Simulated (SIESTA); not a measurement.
Crystal: Ga2O3.

```xyz
10
Lattice="6.1070 -1.5186 0.0000 6.1070 1.5186 0.0000 -1.3860 0.0000 5.6300" Properties=species:S:1:pos:R:3 pbc="T T T"
Ga    3.2184    0.0000    3.8621
Ga    7.6096    0.0000    1.7679
Ga   10.8240    0.0000    1.1564
Ga    0.0041    0.0000    4.4736
O     5.1267    0.0000    4.1853
O     5.7013    0.0000    1.4447
O     9.4919    0.0000    2.4592
O     1.3361    0.0000    3.1708
O     8.9710    0.0000    5.0118
O     1.8570    0.0000    0.6182
```

Base run:

| Quantity | Value |
| --- | --- |
| Program | SIESTA 5.4.2 |
| Functional | LDA |
| Potentials or basis | PseudoDojo 0.4 standard (LDA files) |
| Basis | DZP (energy shift 0.003 Ry; two zetas on semicore shells) |
| Grid cutoff | 800 Ry |
| Energy shift | 0.003 Ry |
| k mesh | 9 × 9 × 5 |
| Occupations | fermi-dirac, width 0.05 eV |
| Spin | no spin polarisation |

Its results: band gap on the k mesh 2.26 eV, indirect (least direct gap 2.29 eV); pressure -1.3 GPa; largest force 0.147 eV/Å.

Question: The run is repeated on the same cell with these changes: functional from LDA to PBEsol; potentials or basis from PseudoDojo 0.4 standard (LDA files) to PseudoDojo 0.4 standard (PBEsol files). What comes out?

Answer: Band gap on the k mesh 2.26 eV, indirect (least direct gap 2.28 eV); pressure 5.4 GPa; largest force 0.310 eV/Å.

Caveats: the basis of atomic orbitals isn't converged, which shifts pressures, moduli and gaps.
